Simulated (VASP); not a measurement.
# TiAl (P-6m2) in VASP: settings compared

Aim: see how the results for TiAl move with the level of theory and the settings. Levels: PBEsol, RPBE. Tasks: single point, relaxation of cell and atoms.

Everything below comes from runs of VASP 6.6.1. Logs are shortened: lines on timing, memory, paths and dates and some standing lists are left out, and cuts for length are marked.

## (1) Starting point

It takes space group P-6m2 (No. 187, hexagonal). The conventional cell has a = 2.867 Å, b = 2.867 Å, c = 4.678 Å, α = 90.00°, β = 90.00°, γ = 120.00°. Around Ti (site symmetry -6m2) lie 6 Al at 2.87 Å and 6 Ti at 2.87 Å. Around Al (site symmetry -6m2) lie 6 Ti at 2.87 Å and 6 Al at 2.87 Å.

The cell comes from a database or a generator and needn't be the stable form of this composition.

## (2) Single point, PBEsol

The input, INCAR:

```
PREC = Accurate
ENCUT = 520
EDIFF = 1E-7
ISMEAR = 0
SIGMA = 0.1
LREAL = F
LASPH = T
NELM = 80
ALGO = Normal
ISIF = 2
LWAVE = F
LCHARG = F
GGA = PS
NBANDS = 14
```

The input, KPOINTS:

```
regular mesh
0
Gamma
  18 18 10
```

The input, POSCAR:

```
TiAl
1.0
    2.8672622300      0.0000000000      0.0000000000
   -1.4336311200      2.4831219300      0.0000000000
    0.0000000000      0.0000000000      4.6780830000
Ti Al
1 1
Direct
    0.0000000000      0.0000000000      0.0000000000
    0.3333333300      0.6666666700      0.5000000000
```

Potentials or basis: VASP PAW PBE potentials, release 64 (Ti_sv, Al).

Launch:

```bash
$ cat potpaw_PBE.64/Ti_sv/POTCAR potpaw_PBE.64/Al/POTCAR > POTCAR
$ mpirun -np 1 vasp_std > vasp.out
```

OUTCAR:

```text
PREC = Accurate
   ENCUT = 520
   EDIFF = 1E-7
   ISMEAR = 0
   LREAL = F
   LASPH = T
   NELM = 80
   ISIF = 2
   GGA = PS

 ion  position               nearest neighbor table
   1  0.000  0.000  0.000-   2 2.87   2 2.87   2 2.87   2 2.87   2 2.87   2 2.87
   2  0.333  0.667  0.500-   1 2.87   1 2.87   1 2.87   1 2.87   1 2.87   1 2.87

  LATTYP: Found a hexagonal cell.
 ALAT       =     2.8672622300
 C/A-ratio  =     1.6315504564

  Lattice vectors:

 A1 = (   2.8672622300,   0.0000000000,   0.0000000000)
 A2 = (  -1.4336311200,   2.4831219300,   0.0000000000)
 A3 = (   0.0000000000,   0.0000000000,   4.6780830000)

Analysis of symmetry for initial positions (statically):
=====================================================================
 Subroutine PRICEL returns:
 Original cell was already a primitive cell.

 Routine SETGRP: Setting up the symmetry group for a
 hexagonal supercell.

 Subroutine GETGRP returns: Found 12 space group operations
 (whereof 12 operations were pure point group operations)
 out of a pool of 24 trial point group operations.

The static configuration has the point symmetry D_3h.

Analysis of symmetry for dynamics (positions and initial velocities):
=====================================================================
 Subroutine PRICEL returns:
 Original cell was already a primitive cell.

 Routine SETGRP: Setting up the symmetry group for a
 hexagonal supercell.

 Subroutine GETGRP returns: Found 12 space group operations
 (whereof 12 operations were pure point group operations)
 out of a pool of 24 trial point group operations.

The dynamic configuration has the point symmetry D_3h.

 Subroutine INISYM returns: Found 12 space group operations
 (whereof 12 operations are pure point group operations),
 and found     1 'primitive' translations

----------------------------------------------------------------------------------------

                                     Primitive cell

  volume of cell :      33.3068

  direct lattice vectors                    reciprocal lattice vectors
     2.867262230  0.000000000  0.000000000     0.348764752  0.201359424  0.000000000
    -1.433631120  2.483121930  0.000000000     0.000000000  0.402718847  0.000000000
     0.000000000  0.000000000  4.678083000     0.000000000  0.000000000  0.213762774

  length of vectors
     2.867262230  2.867262232  4.678083000     0.402718847  0.402718847  0.213762774

  position of ions in fractional coordinates (direct lattice)
     0.000000000  0.000000000  0.000000000
     0.333333330  0.666666670  0.500000000

  ion indices of the primitive-cell ions
   primitive index   ion index
                 1           1
                 2           2

----------------------------------------------------------------------------------------

 KPOINTS: regular mesh

Automatic generation of k-mesh.
 Grid dimensions read from file:
 generate k-points for:   18   18   10

 Generating k-lattice:

  Cartesian coordinates                     Fractional coordinates (reciprocal lattice)
     0.019375820  0.011186635  0.000000000     0.055555556  0.000000000  0.000000000
     0.000000000  0.022373269  0.000000000     0.000000000  0.055555556  0.000000000
     0.000000000  0.000000000  0.021376277     0.000000000  0.000000000  0.100000000

  Length of vectors
     0.022373269  0.022373269  0.021376277

  Shift w.r.t. Gamma in fractional coordinates (k-lattice)
     0.000000000  0.000000000  0.000000000

 Subroutine IBZKPT returns following result:
 ===========================================

 Found    222 irreducible k-points:

 Following reciprocal coordinates:
            Coordinates               Weight
  0.000000  0.000000  0.000000      1.000000
  0.055556 -0.000000  0.000000      6.000000
  0.111111 -0.000000  0.000000      6.000000
  0.166667  0.000000  0.000000      6.000000
  0.222222  0.000000  0.000000      6.000000
  0.277778  0.000000  0.000000      6.000000
[... 16 lines left out ...]
  0.333333  0.111111  0.000000     12.000000
  0.388889  0.111111  0.000000     12.000000
 [... further k-points ...]
   k-points           NKPTS =    222   k-points in BZ     NKDIM =    222   number of bands    NBANDS=     14
   number of dos      NEDOS =    301   number of ions     NIONS =      2
   total plane-waves  NPLWV =  20736
   dimension x,y,z NGX =    24 NGY =   24 NGZ =   36
   dimension x,y,z NGXF=    48 NGYF=   48 NGZF=   72
   ions per type =               1   1
   NGX,Y,Z   is equivalent  to a cutoff of  13.92, 13.92, 12.79 a.u.
   NGXF,Y,Z  is equivalent  to a cutoff of  27.83, 27.83, 25.59 a.u.
 SYSTEM =  unknown system
   PREC   = accura    normal or accurate (medium, high low for compatibility)
   ISTART =      0    job   : 0-new  1-cont  2-samecut
   ICHARG =      2    charge: 1-file 2-atom 10-const
   ISPIN  =      1    spin polarized calculation?
   LNONCOLLINEAR =      F non collinear calculations
   LSORBIT =      F    spin-orbit coupling
   LASPH  =      T    aspherical Exc in radial PAW
   ENCUT  =  520.0 eV  38.22 Ry    6.18 a.u.   5.33  5.33  8.70*2*pi/ulx,y,z
   NELM   =     80;   NELMIN=  2; NELMDL= -5     # of ELM steps
   EDIFF  = 0.1E-06   stopping-criterion for ELM
   LREAL  =      F    real-space projection
   EDIFFG = 0.1E-05   stopping-criterion for IOM
   NSW    =      0    number of steps for IOM
   IBRION =     -1    ionic relax: 0-MD 1-quasi-New 2-CG
   NFREE  =      0    steps in history (QN), initial steepest desc. (CG)
   ISIF   =      2    stress and relaxation
   ISYM   =      2    0-nonsym 1-usesym 2-fastsym
   POTIM  = 0.5000    time-step for ionic-motion
   TEBEG  =    0.0;   TEEND  =   0.0 temperature during run
   PSTRESS=    0.0 pullay stress
   NELECT =      15.0000    total number of electrons
   NUPDOWN=      -1.0000    fix difference up-down
   EMIN   =  10.00;   EMAX   =-10.00  energy-range for DOS
   EFERMI =   0.00;   METHOD = LEGACY
   ISMEAR =     0;   SIGMA  =   0.10  broadening in eV -4-tet -1-fermi 0-gaus
   EFERMI_NEDOS =   21; number of points for ismear=-14 and -15
   IALGO  =     38    algorithm
   IMIX   =      4    mixing-type and parameters
     AMIX     =   0.40;   BMIX     =  1.00
     AMIX_MAG =   1.60;   BMIX_MAG =  1.00
  volume/ion in A,a.u.               =      16.65       112.38
  Fermi-wavevector in a.u.,A,eV,Ry     =   1.254857  2.371335 21.424622  1.574665
  Thomas-Fermi vector in A             =   2.388641
   LORBIT       =      0    0 simple, 1 ext, 2 COOP (PROOUT), +10 PAW based schemes
   GGA     = PS    functional components
   LHFCALC =     F    Hartree Fock is set to
   AEXX    =    0.0000 exact exchange contribution
   IVDW    =     0    specifies the selected vdW correction
   LEPSILON=     F    determine dielectric tensor
   LRPA    =     F    only Hartree local field effects (RPA)
 non-spin polarized calculation
 Gauss-broadening in eV      SIGMA  =   0.10
  energy-cutoff  :      520.00
  volume of cell :       33.31
 maximum number of plane-waves:       917
 NGX is ok and might be reduce to    24
   NGX = 11   NGY = 11   NGZ = 17

 number of electron      15.0000001 magnetization

 Free energy of the ion-electron system (eV)
  ---------------------------------------------------
  ext. energy  EPLUGINS =         0.00000000
  ---------------------------------------------------
  free energy    TOTEN  =       -12.93144221 eV

  energy without entropy =      -12.91866718  energy(sigma->0) =      -12.92505470

 E-fermi :   7.7684     XC(G=0): -11.0327

 val. band max:        7.7656589558   @ k =   0.3333   0.3333   0.1000
 cond. band min:       7.7684492491   @ k =   0.3333   0.3333   0.2000
 fundamental gap:      0.0027902932
 Fermi energy:         7.7684272129

 k-point     1 :       0.0000    0.0000    0.0000
  band No.  band energies     occupation
      1     -48.5216      2.00000
      2     -24.9445      2.00000
      3     -24.5188      2.00000
      4     -24.5188      2.00000
      5      -1.1459      2.00000
      6       5.4683      2.00000
      7       5.9497      2.00000
      8       9.0500      0.00000
      9       9.0500      0.00000
     10      10.5312      0.00000
     11      10.5312      0.00000
     12      11.6660      0.00000
     13      20.6518      0.00000
     14      20.6518      0.00000

 k-point     2 :       0.0556   -0.0000    0.0000
  band No.  band energies     occupation
      1     -48.5187      2.00000
      2     -24.9416      2.00000
      3     -24.5369      2.00000
      4     -24.5229      2.00000
      5      -1.0690      2.00000
      6       5.5528      2.00000
      7       5.9592      2.00000
      8       8.9752      0.00000
      9       9.1128      0.00000
     10      10.5096      0.00000
     11      10.5477      0.00000
     12      11.6840      0.00000
     13      19.3433      0.00000
     14      19.8827      0.00000

 k-point     3 :       0.1111   -0.0000    0.0000
  band No.  band energies     occupation
      1     -48.5103      2.00000
      2     -24.9334      2.00000
      3     -24.5889      2.00000
      4     -24.5346      2.00000
      5      -0.8397      2.00000
      6       5.7958      2.00000
      7       5.9865      2.00000
      8       8.7705      0.00000
      9       9.2978      0.00000
     10      10.4482      0.00000
     11      10.6002      0.00000
     12      11.7344      0.00000
     13      17.4983      0.00000
     14      18.9602      0.00000
[... 324 lines left out ...]
 k-point    23 :       0.3333    0.1111    0.0000
  band No.  band energies     occupation
      1     -48.4328      2.00000
      2     -25.0215      2.00000
      3     -24.8570      2.00000
      4     -24.6770      2.00000
      5       2.6033      2.00000
      6       6.3179      2.00000
      7       6.5860      2.00000
      8       7.3137      2.00000
      9       9.4722      0.00000
     10      10.6131      0.00000
     11      11.8260      0.00000
     12      12.0694      0.00000
     13      13.0974      0.00000
     14      14.1173      0.00000

 k-point    24 :       0.3889    0.1111    0.0000
  band No.  band energies     occupation
      1     -48.4248      2.00000
      2     -25.0639      2.00000
      3     -24.8492      2.00000
      4     -24.6918      2.00000
      5       3.5677      2.00000
      6       5.8277      2.00000
      7       6.3670      2.00000
      8       7.0079      2.00000
      9       9.3510      0.00000
     10      10.8497      0.00000
     11      11.8108      0.00000
     12      12.3980      0.00000
     13      13.2986      0.00000
     14      14.2379      0.00000

 [... further k-points ...]

------------------------ aborting loop because EDIFF is reached ----------------------------------------

  FORCE on cell =-STRESS in cart. coord.  units (eV):
  Direction    XX          YY          ZZ          XY          YZ          ZX
  --------------------------------------------------------------------------------------
  -------------------------------------------------------------------------------------
  Total       -0.5168354     -0.5168354     -0.7618326      0.0000000     -0.0000000     -0.0000000
  in kB      -24.8616230    -24.8616230    -36.6468592      0.0000001     -0.0000000     -0.0000000
  external PRESSURE =     -28.7900351 kB  Pullay stress =       0.0000000 kB

 VOLUME and BASIS-vectors are now :
 -----------------------------------------------------------------------------
  energy-cutoff  :      520.00
  volume of cell :       33.31
      direct lattice vectors                 reciprocal lattice vectors
     2.867262230  0.000000000  0.000000000     0.348764752  0.201359424  0.000000000
    -1.433631120  2.483121930  0.000000000     0.000000000  0.402718847  0.000000000
     0.000000000  0.000000000  4.678083000     0.000000000  0.000000000  0.213762774

 POSITION                                       TOTAL-FORCE (eV/Angst)
 -----------------------------------------------------------------------------------
      0.00000      0.00000      0.00000        -0.000000     -0.000000      0.000000
     -0.00000      1.65541      2.33904         0.000000      0.000000      0.000000
 -----------------------------------------------------------------------------------
    total drift:                               -0.000000      0.000000      0.000000

  FREE ENERGIE OF THE ION-ELECTRON SYSTEM (eV)
  ---------------------------------------------------
  free  energy   TOTEN  =       -12.9314422109 eV

  energy  without entropy=      -12.9186671820  energy(sigma->0) =      -12.92505470
```

Wall time 33 s (1 thread of Intel Xeon 6975P-C (Granite Rapids), shared host); peak memory 0.23 GiB.

Results:

```yaml
Free_energy: -12.9314 eV
Pressure: -2.9 GPa
Band_gap_on_the_k_mesh: none (metal or under the smearing width)
```

Levels at points of the mesh, in eV from the Fermi level:
```
           k point  band 5  band 6  band 7  band 8  band 9  band 10
(0.00, 0.00, 0.00)   -8.91   -2.30   -1.82    1.28    1.28     2.76
(0.50, 0.00, 0.00)   -3.69   -2.80   -1.53   -0.98    2.10     3.96
(0.00, 0.00, 0.50)   -8.02   -5.27   -0.43    1.29    1.29     2.69
(0.50, 0.00, 0.50)   -3.64   -2.39   -1.82    0.54    0.95     1.90
```

Caveat: the PAW data sets were made with another functional, which shifts forces and pressure a little.

## (3) Relaxation of cell and atoms, PBEsol

The input, INCAR:

```
PREC = Accurate
ENCUT = 580
EDIFF = 1E-7
ISMEAR = 0
SIGMA = 0.1
LREAL = F
LASPH = T
NELM = 80
ALGO = Normal
ISIF = 3
LWAVE = F
LCHARG = F
GGA = PS
IBRION = 2
NSW = 90
EDIFFG = -0.005
```

KPOINTS is that of step 2.

POSCAR is that of step 2.

Potentials or basis: VASP PAW PBE potentials, release 64 (Ti, Al).

Launch:

```bash
$ cat potpaw_PBE.64/Ti/POTCAR potpaw_PBE.64/Al/POTCAR > POTCAR
$ mpirun -np 1 vasp_std > vasp.out
```

Run time: 70 s. Hardware: 1 thread of Intel Xeon 6975P-C (Granite Rapids), shared host; peak memory 0.23 GiB.

Results (log left out):

```yaml
Free_energy: -12.8815 eV
Relaxed_volume: 16.14 Å³/atom
Relaxed_cell: a = 2.838 Å, b = 2.838 Å, c = 4.628 Å, α = 90.00°, β = 90.00°, γ = 120.00°
Space_group_after_relaxing_to_0.05_Å: P-6m2 (No. 187)
Energy_gained_by_relaxing: 5.7 meV/atom
Ionic_steps: 8
Pressure_after_relaxing: 0.0 GPa
Band_gap_on_the_k_mesh: none (metal or under the smearing width)
```

Step by step:
| step | energy change (eV) | largest force (eV/Å) | pressure (GPa) | volume (Å³) |
| --- | --- | --- | --- | --- |
| 1 | 0.0000 | 0.0000 | -3.43 | 33.31 |
| 2 | -0.0060 | 0.0000 | 2.55 | 31.62 |
| 3 | -0.0113 | 0.0000 | -0.01 | 32.29 |
| 4 | -0.0113 | 0.0000 | -0.08 | 32.31 |
| 5 | -0.0113 | 0.0000 | -0.07 | 32.30 |
| 6 | -0.0113 | 0.0000 | -0.07 | 32.30 |
| 7 | -0.0113 | 0.0000 | 0.05 | 32.26 |
| 8 | -0.0113 | 0.0000 | 0.01 | 32.28 |

Final structure:
```
Ti Al
1.0
     2.83781    0.00000    0.00000
    -1.41891    2.45762    0.00000
     0.00000    0.00000    4.62807
Ti Al
1 1
Cartesian
  0.0000 0.0000 0.0000
  0.0000 1.6384 2.3140
```

Levels at points of the mesh, in eV from the Fermi level:
```tsv
k point	band 1	band 2	band 3	band 4	band 5	band 6
(0.00, 0.00, 0.00)	-9.05	-2.31	-1.82	1.30	1.30	2.83
(0.50, 0.00, 0.00)	-3.76	-2.80	-1.60	-1.03	2.13	4.08
(0.00, 0.00, 0.50)	-8.15	-5.30	-0.46	1.32	1.32	2.75
(0.50, 0.00, 0.50)	-3.72	-2.41	-1.86	0.59	0.96	1.93
```

Caveat: the PAW data sets were made with another functional, which shifts forces and pressure a little.

## (4) Relaxation of cell and atoms, RPBE

INCAR, as its differences from that of step 3:

```diff
@@ -1,3 +1,3 @@
 PREC = Accurate
-ENCUT = 580
+ENCUT = 600
 EDIFF = 1E-7
@@ -12,3 +12,3 @@
 LCHARG = F
-GGA = PS
+GGA = RP
 IBRION = 2
```

KPOINTS is that of step 3.

POSCAR is that of step 3.

Potentials or basis: VASP PAW PBE potentials, release 64 (Ti_sv, Al).

Launch:

```bash
$ cat potpaw_PBE.64/Ti_sv/POTCAR potpaw_PBE.64/Al/POTCAR > POTCAR
$ mpirun -np 1 vasp_std > vasp.out
```

Wall time 1.8 min (1 thread of Intel Xeon 6975P-C (Granite Rapids), shared host); peak memory 0.26 GiB.

The run converged. Its results:

```yaml
Free_energy: -11.4507 eV
Relaxed_volume: 17.09 Å³/atom
Relaxed_cell: a = 2.905 Å, b = 2.905 Å, c = 4.676 Å, α = 90.00°, β = 90.00°, γ = 120.00°
Space_group_after_relaxing_to_0.05_Å: P-6m2 (No. 187)
Energy_gained_by_relaxing: 4.1 meV/atom
Ionic_steps: 5
Pressure_after_relaxing: 0.0 GPa
Band_gap_on_the_k_mesh: none (metal or under the smearing width)
```

The path:
```csv
step,energy change (eV),largest force (eV/Å),pressure (GPa),volume (Å³)
1,0.0000,0.0000,2.61,33.31
2,-0.0059,0.0000,-1.36,34.63
3,-0.0075,0.0000,-0.14,34.19
4,-0.0082,0.0000,-0.03,34.18
5,-0.0083,0.0000,0.02,34.17
```

Final structure:
```
Ti Al
1.0
     2.90500    0.00000    0.00000
    -1.45250    2.51580    0.00000
     0.00000    0.00000    4.67588
Ti Al
1 1
Cartesian
  0.0000 0.0000 0.0000
  0.0000 1.6772 2.3379
```

Levels at points of the mesh, in eV from the Fermi level:
```
           k point  band 5  band 6  band 7  band 8  band 9  band 10
(0.00, 0.00, 0.00)   -8.78   -2.21   -1.74    1.25    1.25     2.66
(0.50, 0.00, 0.00)   -3.65   -2.84   -1.44   -0.91    2.03     3.77
(0.00, 0.00, 0.50)   -7.88   -5.20   -0.33    1.26    1.26     2.58
(0.50, 0.00, 0.50)   -3.58   -2.37   -1.76    0.45    0.96     1.82
```

Caveat: the PAW data sets were made with another functional, which shifts forces and pressure a little.

## (5) Summary

```tsv
task	level	potentials or basis	cell	cutoff (eV)	gap on the mesh (eV)	pressure (GPa)	relaxed volume (Å³/atom)
single point	PBEsol	VASP PAW PBE potentials, release 64 (Ti_sv, Al)	as given	520	none	-2.9	-
relaxation of cell and atoms	PBEsol	VASP PAW PBE potentials, release 64 (Ti, Al)	relaxed	580	none	0.0	16.14
relaxation of cell and atoms	RPBE	VASP PAW PBE potentials, release 64 (Ti_sv, Al)	relaxed	600	none	0.0	17.09
```

Alike in all rows: no spin polarisation; k mesh 18 × 18 × 10; smearing gaussian 0.1 eV.

Caveats: the PAW data sets were made with another functional, which shifts forces and pressure a little.

Total energies depend on the potentials used, so only differences within one code and one set of settings carry meaning.
